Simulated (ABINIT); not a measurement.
NiO:

```
CELL_PARAMETERS angstrom
0.00000 2.08590 2.08590
2.08590 0.00000 2.08590
2.08590 2.08590 0.00000
ATOMIC_POSITIONS crystal
Ni 0.00000 0.00000 0.00000
O 0.50000 0.50000 0.50000
```

| Property | Result |
| --- | --- |
| Program | ABINIT 10.8.3 (patched build) |
| Task | relaxation of cell and atoms |
| Functional | LDA |
| Potentials or basis | PseudoDojo NC SR LDA v0.4.1 standard |
| Cutoff | 1333 eV |
| k mesh | 8 × 8 × 8 |
| Occupations | fermi-dirac, width 0.05 eV |
| Spin | collinear spin, ferromagnetic start |
| Starting moments | [1.0, 0.0] μB |

At the start: pressure -19.5 GPa; volume 9.08 Å³/atom.

Task: Where does the relaxation end?

Result: Over 5 steps the energy falls by 53.3 meV/atom and the volume is 8.27 Å³/atom (-8.8 %); space group Fm-3m (No. 225, to 0.05 Å); moment 0.71 μB per cell.

Step by step:
```tsv
step	energy change (eV)	largest force (eV/Å)	pressure (GPa)	volume (Å³)
1	0.0000	0.0000	-19.52	18.15
2	-0.0930	0.0000	-7.83	17.09
3	-0.1064	0.0000	1.28	16.47
4	-0.1067	0.0000	-0.06	16.55
5	-0.1067	0.0000	0.00	16.55
```

Final structure:
```
CELL_PARAMETERS angstrom
0.00000 2.02248 2.02248
2.02248 0.00000 2.02248
2.02248 2.02248 0.00000
ATOMIC_POSITIONS crystal
Ni 0.00000 0.00000 0.00000
O 0.50000 0.50000 0.50000
```

Caveat: small starting moments can end in a higher magnetic state in this program; a cell with one magnetic atom can't hold antiferromagnetic order, which such compounds often take.
